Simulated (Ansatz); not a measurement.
An Ansatz input and the part of its output that reports the observables at the nuclei.

The cell is a structure deposited in the COD, relaxed with PBE at fixed cell and then changed (volume scaled by 0.98, ions relaxed).

```yaml
crystal:
  lattice:
    - [0.0, 2.6644961018, 2.6644961018]
    - [2.6644961018, 0.0, 2.6644961018]
    - [2.6644961018, 2.6644961018, 0.0]
  atoms:
    - { symbol: Co, position: [0.0, 0.0, 0.0], spin: 2.0 }
    - { symbol: Si, position: [0.25, 0.25, 0.25] }
    - { symbol: Si, position: [0.75, 0.75, 0.75] }
magnetization:
  spin_polarized: true
kpoints:
  mp_grid: { grid: [15, 15, 15] }
scf:
  occupations: { method: fermi_dirac, width: 0.05 }
hamiltonian:
  xc: pbe
  pseudopotentials: { kind: paw }
output:
  forces: true
  stress: true
  populations: true
  efg: { quadrupole_moments_barn: { Co: 0.42 }, contact_densities: true }
relax:
  f_tol: 0.02
  max_steps: 60
```

```sh
ansatz run input.yaml --threads 1 --pin off --max-ram 3072MiB --backend cpu --events-out ev --progress --plain --runs-dir out
```

The run relaxes the ions first, and the block belongs to the relaxed positions.

Of the output, the block on the nuclei alone is shown; the set-up, the SCF iterations, energies, forces and stress are cut. One atom of each set with nearly equal values is shown.

```
--- PAW observables at the nuclei: V_zz in 10²¹ V/m², potentials from the cell's mean, atoms counted from 1 ---
  atom   1  Co V_zz =    -0.000000   η = 0.0000   by run symmetry: forbidden   C_q = -0.0000 MHz
            electrostatic potential = -3388.674758 V   contact ρ = 114699.616052 e/Å³   contact ρ_s (e/Å³): all electrons +0.000000, valence +0.000000
  atom   2  Si V_zz =    -0.000000   η = 0.0000   by run symmetry: forbidden
            electrostatic potential = -1364.714960 V   contact ρ = 12808.784275 e/Å³   contact ρ_s (e/Å³): all electrons +0.000000, valence +0.000000
```

The relaxation (1 step) took 28 s of wall time (28 s of CPU time) and 0.55 GiB at its peak, on 1 thread of Intel Xeon Platinum 8259CL CPU @ 2.50GHz (Skylake/Cascade Lake) (x86_64; 16 cores open to the job, memory cap 3.0 GiB, no GPU), a shared host with a load of 0.7 a core.

The start moments die out, and the run ends without spin.
